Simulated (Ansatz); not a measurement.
Set up this calculation in Ansatz 0.2.0, as the native input.

- Task: relaxation of cell and atoms
- Functional: PBEsol
- Potentials or basis: all-electron LAPW, scalar-relativistic
- Basis error allowed: 0.001 eV/atom
- k mesh: 11 × 11 × 11
- Occupations: fermi-dirac, width 0.05 eV
- Spin: collinear spin, ferromagnetic start
- Starting moments: [2.0, 0.0] μB

Crystal: CoO.

```
Co O
1.0
     0.00000    2.13150    2.13150
     2.13150    0.00000    2.13150
     2.13150    2.13150    0.00000
Co O
1 1
Direct
  0.00000 0.00000 0.00000
  0.50000 0.50000 0.50000
```

One way to write it, as run:

input.yaml

```yaml
crystal:
  lattice:
    - [0.0, 2.1315, 2.1315]
    - [2.1315, 0.0, 2.1315]
    - [2.1315, 2.1315, 0.0]
  atoms:
    - { symbol: Co, position: [0.0, 0.0, 0.0], spin: 2.0 }
    - { symbol: O, position: [0.5, 0.5, 0.5] }
kpoints:
  mp_grid: { grid: [11, 11, 11] }
scf:
  occupations: { method: fermi_dirac, width: 0.05 }
hamiltonian:
  xc: pbesol
  pseudopotentials: { kind: all_electron, lapw: { basis_error: 0.001 } }
magnetization:
  spin_polarized: true
output:
  forces: true
  stress: true
relax:
  f_tol: 0.01
  max_steps: 60
  cell: {}
```

Potentials or basis: all-electron LAPW, scalar-relativistic.

Run with:

```console
$ ansatz run input.yaml --threads 2 --pin off --max-ram 6144MiB --backend cpu --events-out ev --progress --plain --runs-dir out
```

It gave:

* Relaxed volume: 9.07 Å³/atom
* Relaxed cell: a = 2.950 Å, b = 2.950 Å, c = 2.950 Å, α = 60.00°, β = 60.00°, γ = 60.00°
* Space group after relaxing (to 0.05 Å): Fm-3m (No. 225)
* Energy gained by relaxing: 21.7 meV/atom
* Ionic steps: 5
* Pressure after relaxing: 0.0 GPa
* Net moment: 2.80 μB per cell
* Absolute moment: 2.82 μB per cell
* Site moments: Co +2.47; O +0.30 μB

Caveat: a cell with one magnetic atom can't hold antiferromagnetic order, which such compounds often take.

Wall time 41 s on 2 threads of Arm Neoverse V1, on a shared host, peak memory 0.44 GiB.
